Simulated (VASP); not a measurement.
Computed with revPBE GGA, VASP's PBE PAW potentials (set 64) (plane waves; VASP).

The input files of a VASP run:

**KPOINTS**
```
k-points along high-symmetry lines
15
Line-mode
Reciprocal
  0.000000   0.000000   0.000000 ! GAMMA
  0.500000   0.000000   0.500000 ! X

  0.500000   0.000000   0.500000 ! X
  0.625000   0.250000   0.625000 ! U

  0.375000   0.375000   0.750000 ! K
  0.000000   0.000000   0.000000 ! GAMMA

  0.000000   0.000000   0.000000 ! GAMMA
  0.500000   0.500000   0.500000 ! L

  0.500000   0.500000   0.500000 ! L
  0.500000   0.250000   0.750000 ! W

  0.500000   0.250000   0.750000 ! W
  0.500000   0.000000   0.500000 ! X
```

File POSCAR:
```
BaF2
1
    0.0000000000     3.1836930821     3.1836930821
    3.1836930821     0.0000000000     3.1836930821
    3.1836930821     3.1836930821     0.0000000000
Ba F
1 2
Direct
  0.0000000000   0.0000000000   0.0000000000
  0.2500000000   0.2500000000   0.2500000000
  0.7500000000   0.7500000000   0.7500000000
```

INCAR:
```
# general
SYSTEM  = BaF2
PREC    = Accurate
ENCUT   = 520
LREAL   = F   # projection in real space or not
LASPH   = T
ICHARG  = 11

# electronic loop
EDIFF   = 1E-7   # SCF stop (eV)
NELM    = 100
ALGO    = Normal
LMAXMIX = 4   # l cut-off of mixed one-centre charges

# smearing
ISMEAR  = 0
SIGMA   = 0.05   # width (eV)

# functional
GGA     = RE   # revPBE

# output
LWAVE   = F
LCHARG  = F
LORBIT  = 11   # lm-projected
```

POTCAR, in this order: Ba_sv F (PBE.64 set). Program: vasp_std. Read from the step before: CHGCAR.

The resulting files:

File OSZICAR:
```
       N       E                     dE             d eps       ncg     rms          rms(c)
DAV:   1     0.160093354841E+03    0.16009E+03   -0.13014E+04  2880   0.139E+03
DAV:   2    -0.886523709032E+01   -0.16896E+03   -0.16466E+03  4048   0.282E+02
DAV:   3    -0.162789618266E+02   -0.74137E+01   -0.74066E+01  3672   0.679E+01
DAV:   4    -0.164231250853E+02   -0.14416E+00   -0.14414E+00  4248   0.771E+00
DAV:   5    -0.164254422430E+02   -0.23172E-02   -0.23171E-02  3680   0.678E-01
DAV:   6    -0.164254782689E+02   -0.36026E-04   -0.36025E-04  4176   0.659E-02
DAV:   7    -0.164254795167E+02   -0.12478E-05   -0.12478E-05  3680   0.768E-03
DAV:   8    -0.164254795714E+02   -0.54760E-07   -0.54751E-07  3192   0.130E-03
   1 F= -.16425480E+02 E0= -.16425480E+02  d E =-.122159E-19
```

OUTCAR:
```
 val. band max:       -2.2108340400   @ k =   0.2143   0.2143   0.4286

 cond. band min:       4.4860355041   @ k =   0.0000   0.0000   0.0000



 k-point     1 :       0.0000    0.0000    0.0000
  band No.  band energies     occupation
      1     -25.6359      2.00000
      2     -21.1527      2.00000
      3     -21.1247      2.00000
      4     -10.5703      2.00000
      5     -10.5703      2.00000
      6     -10.5703      2.00000
      7      -3.4632      2.00000
      8      -3.4632      2.00000
      9      -3.4632      2.00000
     10      -2.2551      2.00000
     11      -2.2551      2.00000
     12      -2.2551      2.00000
     13       4.4860      0.00000
     14       6.7125      0.00000
     15       6.7125      0.00000
     16       8.5678      0.00000

 k-point     2 :       0.0357    0.0000    0.0357
  band No.  band energies     occupation
      1     -25.6338      2.00000
      2     -21.1548      2.00000
      3     -21.1256      2.00000
      4     -10.5739      2.00000
      5     -10.5739      2.00000
      6     -10.5692      2.00000
      7      -3.4558      2.00000
      8      -3.4558      2.00000
      9      -3.4503      2.00000
     10      -2.2743      2.00000
     11      -2.2538      2.00000
     12      -2.2538      2.00000
     13       4.5237      0.00000
     14       6.6984      0.00000
     15       6.7246      0.00000
     16       8.5431      0.00000

 k-point     3 :       0.0714    0.0000    0.0714
  band No.  band energies     occupation
      1     -25.6278      2.00000
      2     -21.1625      2.00000
      3     -21.1291      2.00000
      4     -10.5844      2.00000
      5     -10.5844      2.00000
      6     -10.5658      2.00000
      7      -3.4339      2.00000
      8      -3.4339      2.00000
      9      -3.4120      2.00000
     10      -2.3303      2.00000
     11      -2.2501      2.00000
     12      -2.2501      2.00000
     13       4.6341      0.00000
     14       6.6572      0.00000
...
```

The density is held fixed in this step, so its total energy and stress have no physical meaning. Unless said otherwise, spin-orbit coupling is left out, though it shifts the bands of the heavy elements here.

The compound is BaF2 in the fluorite structure. It was relaxed first, which changed the volume by +8 %.
